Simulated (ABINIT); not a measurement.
# BeTe (F-43m): G0W0 in ABINIT against the plane-wave cutoff

Wanted: the cheapest plane-wave cutoff that holds the gap of BeTe (F-43m).

Calculated with ABINIT 10.8.3; LDA and many-body steps on it, plane waves.

The database entry behind the starting cell differs from later determinations by our own check (an axis about 1.5 % short against later determinations), so it need not match the best structure at ambient conditions.

## Step 1: The starting structure

The structure is cubic, space group F-43m (No. 216). The conventional cell has a = 5.540 Å, b = 5.540 Å, c = 5.540 Å, α = 90.00°, β = 90.00°, γ = 90.00°. Be has 4 Te at 2.40 Å nearest. Te has 4 Be at 2.40 Å nearest. Farther neighbours and most contacts between anions are not listed.

The cell and positions come from the Crystallography Open Database and are kept as given unless a step says otherwise. Spin-orbit coupling is left out unless a step names it.

## Step 2: Empty states on the mesh, 4×4×4 mesh, 85 bands

This step: ABINIT 10.8.3; DFT, LDA, plane waves, norm-conserving pseudopotentials.

The sums over transitions need many empty states on a uniform mesh; this step solves for them.

run.abi reads:

```
acell 3*1.0 Angstrom
rprim 
  0.000000000000 2.770000000000 2.770000000000
  2.770000000000 0.000000000000 2.770000000000
  2.770000000000 2.770000000000 -0.000000000000
ntypat 2
znucl 4 52
natom 2
typat 1 2
xred 
  0.000000000000 0.000000000000 0.000000000000
  0.250000000000 0.250000000000 0.250000000000
pp_dirpath "pseudos"
pseudos "Be.upf, Te.upf"
ecut 38
ngkpt 4 4 4
nshiftk 1
shiftk 0 0 0
kptopt 1
chksymbreak 0
iscf -2
irdden 1
istwfk *1
nband 85
nbdbuf 6
tolwfr 1e-09
nstep 60
prtvol 0
indata_prefix "in"
outdata_prefix "out"
tmpdata_prefix "tmp"
```

Run with:

```
> OMP_NUM_THREADS=1 mpirun -n 4 abinit run.abi > log
```

Numbers of over 12 decimals in the logs are rounded to 6 here.

What it wrote:

```text
.Version 10.8.3 of ABINIT. v10.8.2 released Aug 2026.

 Symmetries : space group F-4 3 m (#216); Bravais cF (face-center cubic)
[... echo of the input left out ...]
== DATASET  1 ==================================================================
-   mpi_nproc: 4, omp_nthreads: 1 (-1 if OMP is not activated)

--- !DatasetInfo
iteration_state: {dtset: 1, }
dimensions: {natom: 2, nkpt: 8, mband: 85, nsppol: 1, nspinor: 1, nspden: 1, mpw: 3250, }
cutoff_energies: {ecut:  38.0, pawecutdg:  -1.0, }
[...]
2.26744    2.58686    2.58686    2.58686    2.67384    2.67384    2.68820    2.68820
   2.68820    2.71728    2.82200    2.82200    2.82200    2.97222    3.00948    3.00948
   3.00948    3.05354    3.05354    3.06437    3.17384
 prteigrs : prtvol=0 or 1, do not print more k-points.

== END DATASET(S) ==============================================================
================================================================================

 -outvars: echo values of variables after computation  --------
            nband          85
             nkpt           8
          spgroup         216
 [... the other variables as echoed above ...]

 Calculation completed.
```

The job ended after 14 s (4 MPI ranks of Arm Neoverse V2, shared host; peak memory 0.3 GiB; 57 s of CPU time).

Numbers from this step:

```yaml
gap: 1.775 eV
k_of_the_valence_top: 0, 0, 0
k_of_the_conduction_bottom: 0.5, 0.5, 0
least_direct_gap: 3.600 eV
k_points_computed: 8
lowest_point_of_the_top_converged_band_above_the_valence_top: 70.0731 eV
```

On this mesh the gap is 1.775 eV.

The density comes from a self-consistent run that is not shown.

## Step 3: Empty states on the mesh, 4×4×4 mesh, 31 bands

run.abi, as its differences from that of step 2:

```diff
@@ -14,3 +14,3 @@
 pseudos "Be.upf, Te.upf"
-ecut 38
+ecut 23
 ngkpt 4 4 4
@@ -23,4 +23,4 @@
 istwfk *1
-nband 85
-nbdbuf 6
+nband 31
+nbdbuf 4
 tolwfr 1e-09
```

What it wrote:

```text
.Version 10.8.3 of ABINIT. v10.8.2 released Aug 2026.

 Symmetries : space group F-4 3 m (#216); Bravais cF (face-center cubic)
[... echo of the input left out ...]
== DATASET  1 ==================================================================
-   mpi_nproc: 4, omp_nthreads: 1 (-1 if OMP is not activated)

--- !DatasetInfo
iteration_state: {dtset: 1, }
dimensions: {natom: 2, nkpt: 8, mband: 31, nsppol: 1, nspinor: 1, nspden: 1, mpw: 1540, }
cutoff_energies: {ecut:  23.0, pawecutdg:  -1.0, }
[...]
0.16489    0.16489    0.29800    0.29800    0.29800    0.31827    0.48298    0.56072
   0.56072    0.58729    0.58729    0.58729    0.72782    1.06590    1.06590    1.06590
   1.14323    1.14323    1.14323    1.22714    1.22714    1.22715    1.25663
 prteigrs : prtvol=0 or 1, do not print more k-points.

== END DATASET(S) ==============================================================
================================================================================

 -outvars: echo values of variables after computation  --------
            nband          31
             nkpt           8
          spgroup         216
 [... the other variables as echoed above ...]

 Calculation completed.
```

Wall time 2.3 s (4 MPI ranks); peak memory 0.07 GiB.

This step gave:

* gap: 1.795 eV
* k of the valence top: 0, 0, 0
* k of the conduction bottom: 0.5, 0.5, 0
* least direct gap: 3.622 eV
* k points computed: 8
* lowest point of the top converged band, above the valence top: 21.93 eV

On this mesh the gap is 1.795 eV.

## Step 4: Empty states on the mesh, 4×4×4 mesh, 31 bands

run.abi, as its differences from that of step 3:

```diff
@@ -14,3 +14,3 @@
 pseudos "Be.upf, Te.upf"
-ecut 23
+ecut 30
 ngkpt 4 4 4
```

What it wrote:

```text
.Version 10.8.3 of ABINIT. v10.8.2 released Aug 2026.

 Symmetries : space group F-4 3 m (#216); Bravais cF (face-center cubic)
[... echo of the input left out ...]
== DATASET  1 ==================================================================
-   mpi_nproc: 4, omp_nthreads: 1 (-1 if OMP is not activated)

--- !DatasetInfo
iteration_state: {dtset: 1, }
dimensions: {natom: 2, nkpt: 8, mband: 31, nsppol: 1, nspinor: 1, nspden: 1, mpw: 2272, }
cutoff_energies: {ecut:  30.0, pawecutdg:  -1.0, }
[...]
0.16457    0.16457    0.29685    0.29685    0.29685    0.31470    0.47635    0.55661
   0.55661    0.58570    0.58570    0.58570    0.72430    1.06479    1.06479    1.06479
   1.14242    1.14242    1.14242    1.22083    1.22083    1.22086    1.25185
 prteigrs : prtvol=0 or 1, do not print more k-points.

== END DATASET(S) ==============================================================
================================================================================

 -outvars: echo values of variables after computation  --------
            nband          31
             nkpt           8
          spgroup         216
 [... the other variables as echoed above ...]

 Calculation completed.
```

Run time: 3.5 s. Hardware: 4 MPI ranks; peak memory 0.25 GiB; 14 s of CPU time.

This step gave:

```
gap                                                           : 1.775 eV
k of the valence top                                          : 0, 0, 0
k of the conduction bottom                                    : 0.5, 0.5, 0
least direct gap                                              : 3.600 eV
k points computed                                             : 8
lowest point of the top converged band, above the valence top : 21.82 eV
```

On this mesh the gap is 1.775 eV.

## Step 5: Empty states on the mesh, 4×4×4 mesh, 31 bands

run.abi, as its differences from that of step 4:

```diff
@@ -14,3 +14,3 @@
 pseudos "Be.upf, Te.upf"
-ecut 30
+ecut 48
 ngkpt 4 4 4
```

What it wrote:

```text
.Version 10.8.3 of ABINIT. v10.8.2 released Aug 2026.

 Symmetries : space group F-4 3 m (#216); Bravais cF (face-center cubic)
[... echo of the input left out ...]
== DATASET  1 ==================================================================
-   mpi_nproc: 4, omp_nthreads: 1 (-1 if OMP is not activated)

--- !DatasetInfo
iteration_state: {dtset: 1, }
dimensions: {natom: 2, nkpt: 8, mband: 31, nsppol: 1, nspinor: 1, nspden: 1, mpw: 4584, }
cutoff_energies: {ecut:  48.0, pawecutdg:  -1.0, }
[...]
0.16452    0.16452    0.29684    0.29684    0.29684    0.31382    0.47512    0.55641
   0.55641    0.58560    0.58560    0.58560    0.72368    1.06464    1.06464    1.06464
   1.14236    1.14236    1.14236    1.22050    1.22050    1.22051    1.25160
 prteigrs : prtvol=0 or 1, do not print more k-points.

== END DATASET(S) ==============================================================
================================================================================

 -outvars: echo values of variables after computation  --------
            nband          31
             nkpt           8
          spgroup         216
 [... the other variables as echoed above ...]

 Calculation completed.
```

Run time: 5 s. Hardware: 4 MPI ranks; peak memory 0.29 GiB; 20 s of CPU time.

Numbers from this step:

```yaml
gap: 1.775 eV
k_of_the_valence_top: 0, 0, 0
k_of_the_conduction_bottom: 0.5, 0.5, 0
least_direct_gap: 3.601 eV
k_points_computed: 8
lowest_point_of_the_top_converged_band_above_the_valence_top: 21.82 eV
```

On this mesh the gap is 1.775 eV.

## Step 6: Screening, 4×4×4 mesh, 27 bands, screening to 106.1 eV

The RPA dielectric matrix is built and inverted for each q.

This step: RPA screening on LDA, plane waves, norm-conserving pseudopotentials.

run.abi, as its differences from that of step 5:

```diff
@@ -14,3 +14,3 @@
 pseudos "Be.upf, Te.upf"
-ecut 48
+ecut 23
 ngkpt 4 4 4
@@ -20,10 +20,11 @@
 chksymbreak 0
-iscf -2
-irdden 1
 istwfk *1
-nband 31
-nbdbuf 4
-tolwfr 1e-09
-nstep 60
-prtvol 0
+occopt 1
+irdwfk 1
+optdriver 3
+nband 27
+ecuteps 3.9
+inclvkb 2
+awtr 1
+symchi 1
 indata_prefix "in"
```

What it wrote:

```text
.Version 10.8.3 of ABINIT. v10.8.2 released Aug 2026.

 Symmetries : space group F-4 3 m (#216); Bravais cF (face-center cubic)
[... echo of the input left out ...]
== DATASET  1 ==================================================================
-   mpi_nproc: 4, omp_nthreads: 1 (-1 if OMP is not activated)

--- !DatasetInfo
iteration_state: {dtset: 1, }
dimensions: {natom: 2, nkpt: 8, mband: 27, nsppol: 1, nspinor: 1, nspden: 1, mpw: 1540, }
cutoff_energies: {ecut:  23.0, pawecutdg:  -1.0, }
electrons: {nelect:   2.00000000E+01, charge:   0.00000000E+00, occopt:   1.00000000E+00, tsmear:   1.00000000E-02, }

 SCREENING: Calculation of the susceptibility and dielectric matrices

 Based on a program developped by R.W. Godby, V. Olevano, G. Onida, and L. Reining.
 Incorporated in ABINIT by V. Olevano, G.-M. Rignanese, and M. Torrent.
.Using double precision arithmetic ; gwpc =  8

[... cell and pseudopotentials left out ...]
--------------------------------------------------------------------------------

 ==== K-mesh for the wavefunctions ====
 Number of points in the irreducible wedge :     8
[... list of points left out ...]
 Together with 24 symmetry operations and time-reversal symmetry
 yields    64 points in the full Brillouin Zone.

 ==== Q-mesh for the screening function ====
 Number of points in the irreducible wedge :     8
[... list of points left out ...]
 Together with 24 symmetry operations and time-reversal symmetry
 yields    64 points in the full Brillouin Zone.

 setmesh: FFT mesh size selected  =    24x   24x   24
          total number of points  =        13824

 vcoul_init : cutoff-mode = AUXILIARY_FUNCTION
 q-points for optical limit:   1
     1)      0.000010    0.000020    0.000030

- screening: taking advantage of time-reversal symmetry
- Maximum band index for partially occupied states nbvw = 10
- Remaining bands to be divided among processors   nbcw = 17
- Number of bands treated by each node ~4

 Number of electrons calculated from density =   20.0000; Expected =   20.0000
 average of density, n =  0.069721
 r_s =    1.5072
 omega_plasma =   25.4705 [eV]

 calculating chi0 at frequencies [eV] :
  1    0.000000E+00    0.000000E+00
  2    0.000000E+00    2.547051E+01

--------------------------------------------------------------------------------
  q-point number  1        q = ( 0.000000, 0.000000, 0.000000) [r.l.u.]
--------------------------------------------------------------------------------
[... chi0 elements left out ...]
 For q-point:  0.000010 0.000020 0.000030
  dielectric constant =   8.9427
  dielectric constant without local fields =  10.1933

  Average fulfillment of the sum rule on Im[epsilon] for q-point    1 :     28.64  [%]
[... wings left out ...]
  q-point number  2        q = ( 0.250000, 0.000000, 0.000000) [r.l.u.]
--------------------------------------------------------------------------------
[... chi0 elements left out ...]
  Average fulfillment of the sum rule on Im[epsilon] for q-point    2 :     48.77  [%]

 [... 6 further q-points ...]
```

It took 3.5 s on 4 MPI ranks; peak memory 0.38 GiB; 14 s of CPU time.

This step gave:

```yaml
eps_infinity_with_local_fields_on_this_mesh_along_the_program_s_q_direction: 8.943
the_same_without_local_fields: 10.19
plasma_frequency: 25.47 eV
plane_waves_in_the_screening_matrix: 113
```

Local fields lower ε∞ by 12 %. On a Γ-centred mesh this coarse the value itself is usually too large, while a short band sum pulls it down.

## Step 7: 23 Ha

This step: G0W0 on LDA, plane waves, norm-conserving pseudopotentials.

run.abi, as its differences from that of step 6:

```diff
@@ -23,8 +23,17 @@
 irdwfk 1
-optdriver 3
+optdriver 4
 nband 27
+gwcalctyp 0
+ecutsigx 23
+symsigma 1
+nkptgw 2
+kptgw 
+  0.0000000000 0.0000000000 0.0000000000
+  0.5000000000 0.5000000000 0.0000000000
+bdgw 
+  8 13
+  9 12
 ecuteps 3.9
-inclvkb 2
-awtr 1
-symchi 1
+irdscr 1
+ppmodel 1
 indata_prefix "in"
```

What it wrote:

```text
.Version 10.8.3 of ABINIT. v10.8.2 released Aug 2026.

 Symmetries : space group F-4 3 m (#216); Bravais cF (face-center cubic)
[... echo of the input left out ...]
== DATASET  1 ==================================================================
-   mpi_nproc: 4, omp_nthreads: 1 (-1 if OMP is not activated)

--- !DatasetInfo
iteration_state: {dtset: 1, }
dimensions: {natom: 2, nkpt: 8, mband: 27, nsppol: 1, nspinor: 1, nspden: 1, mpw: 1540, }
cutoff_energies: {ecut:  23.0, pawecutdg:  -1.0, }
electrons: {nelect:   2.00000000E+01, charge:   0.00000000E+00, occopt:   1.00000000E+00, tsmear:   1.00000000E-02, }

 SIGMA: Calculation of the GW corrections

 Based on a program developped by R.W. Godby, V. Olevano, G. Onida, and L. Reining.
 Incorporated in ABINIT by V. Olevano, G.-M. Rignanese, and M. Torrent.
.Using double precision arithmetic ; gwpc =  8

[... cell and pseudopotentials left out ...]
--------------------------------------------------------------------------------

 ==== K-mesh for the wavefunctions ====
 Number of points in the irreducible wedge :     8
[... list of points left out ...]
 Together with 24 symmetry operations and time-reversal symmetry
 yields    64 points in the full Brillouin Zone.

 ==== Q-mesh for screening function ====
 Number of points in the irreducible wedge :     8
[... list of points left out ...]
 Together with 24 symmetry operations and time-reversal symmetry
 yields    64 points in the full Brillouin Zone.

 vcoul_init : cutoff-mode = AUXILIARY_FUNCTION
 q-points for optical limit:   1
     1)      0.000010    0.000020    0.000030
 setmesh: FFT mesh size selected  =    32x   32x   32
          total number of points  =        32768

 Number of electrons calculated from density =   20.0000; Expected =   20.0000
 average of density, n =  0.069721
 r_s =    1.5072
 omega_plasma =   25.4705 [eV]

 === KS Band Gaps ===
  >>>> For spin  1
   Minimum direct gap =   3.6220 [eV], located at k-point      :   0.0000  0.0000  0.0000
   Fundamental gap    =   1.7948 [eV], Top of valence bands at :   0.0000  0.0000  0.0000
                                       Bottom of conduction at :   0.5000  0.5000  0.0000
 SIGMA fundamental parameters:
 PLASMON POLE MODEL  1
 number of plane-waves for SigmaX                 1459
 number of plane-waves for SigmaC and W            113
 number of plane-waves for wavefunctions          1459
 number of bands                                    27
 number of independent spin polarizations            1
 number of spinorial components                      1
 number of k-points in IBZ                           8
 number of q-points in IBZ                           8
 number of symmetry operations                      24
 number of k-points in BZ                           64
 number of q-points in BZ                           64
 number of frequencies for dSigma/dE                 9
 frequency step for dSigma/dE [eV]                0.25
 number of omega for Sigma on real axis              0
 max omega for Sigma on real axis  [eV]           0.00
 zcut for avoiding poles [eV]                     0.10

 EPSILON^-1 parameters (SCR file):
 dimension of the eps^-1 matrix on file            113
 dimension of the eps^-1 matrix used               113
 number of plane-waves for wavefunctions          1459
 number of bands                                    27
 number of q-points in IBZ                           8
 number of frequencies                               2
 number of real frequencies                          1
 number of imag frequencies                          1

 matrix elements of self-energy operator (all in [eV])

 Perturbative Calculation

--- !SelfEnergy_ee
iteration_state: {dtset: 1, }
kpoint     : [   0.000,    0.000,    0.000, ]
spin       : 1
KS_gap     :    3.622
QP_gap     :    5.265
Delta_QP_KS:    1.643
data: !SigmaeeData |
     Band     E0 <VxcDFT>   SigX SigC(E0)      Z dSigC/dE  Sig(E)    E-E0       E
        8   4.487 -12.942 -15.526   2.105   0.811  -0.233 -13.331  -0.388   4.099
        9   4.487 -12.942 -15.526   2.105   0.811  -0.233 -13.331  -0.388   4.099
       10   4.487 -12.942 -15.526   2.105   0.811  -0.233 -13.331  -0.388   4.099
       11   8.109 -10.644  -5.726  -3.364   0.808  -0.238  -9.389   1.255   9.364
       12   8.109 -10.644  -5.726  -3.364   0.808  -0.238  -9.389   1.255   9.364
       13   8.109 -10.644  -5.726  -3.364   0.808  -0.238  -9.389   1.255   9.364

--- !SelfEnergy_ee
iteration_state: {dtset: 1, }
kpoint     : [   0.500,    0.500,    0.000, ]
spin       : 1
KS_gap     :    4.613
QP_gap     :    6.020
Delta_QP_KS:    1.407
data: !SigmaeeData |
     Band     E0 <VxcDFT>   SigX SigC(E0)      Z dSigC/dE  Sig(E)    E-E0       E
        9   1.669 -11.694 -14.999   2.655   0.793  -0.262 -12.209  -0.515   1.154
       10   1.669 -11.694 -14.999   2.655   0.793  -0.262 -12.209  -0.515   1.154
       11   6.282  -9.262  -4.967  -3.208   0.820  -0.219  -8.370   0.892   7.173
       12   7.255  -9.902  -5.370  -3.248   0.815  -0.227  -8.855   1.046   8.302

== END DATASET(S) ==============================================================
================================================================================

 -outvars: echo values of variables after computation  --------
           etotal      0.0000000000E+00
            nband          27
             nkpt           8
          spgroup         216
 [... the other variables as echoed above ...]

 Calculation completed.
```

Elapsed: 2.2 s, on 4 MPI ranks; peak memory 0.1 GiB; 8.3 s of CPU time.

Numbers from this step:

```
G0W0 gap on the points computed              : 3.074 eV
starting gap on the mesh                     : 1.795 eV
k of the valence top                         : 0, 0, 0
k of the conduction bottom                   : 0.5, 0.5, 0
Z at the valence top                         : 0.811
Z at the conduction bottom                   : 0.82
least direct G0W0 gap on the computed points : 5.265 eV
```

[end of part 1 of 2]

[Paths, hosts, dates, memory and timing lines, banners, echoed tables and standing remarks are left out of the program output.]

[Logs are printed without paths, hosts, clocks, repeated set-up lines and the standing remarks that a program may print on its own settings, such as how far it seeks lower states.]

[Runs of the session that timed out or met a known fault of the program may be left out.]

[Hosts, paths, dates, database ids (printed as entryN), source tags and the programs' standing remarks are cut or masked in the printed files.]

[G0W0 gaps are taken among the corrected bands and points alone; a level outside them can change the order at an edge.]

[Where Ansatz stands beside ABINIT at settings called matched, ABINIT's density can come from a denser mesh and the files from another edition; pairs whose starting gaps differed by over 0.03 eV were left out, so agreement reads better than it is.]
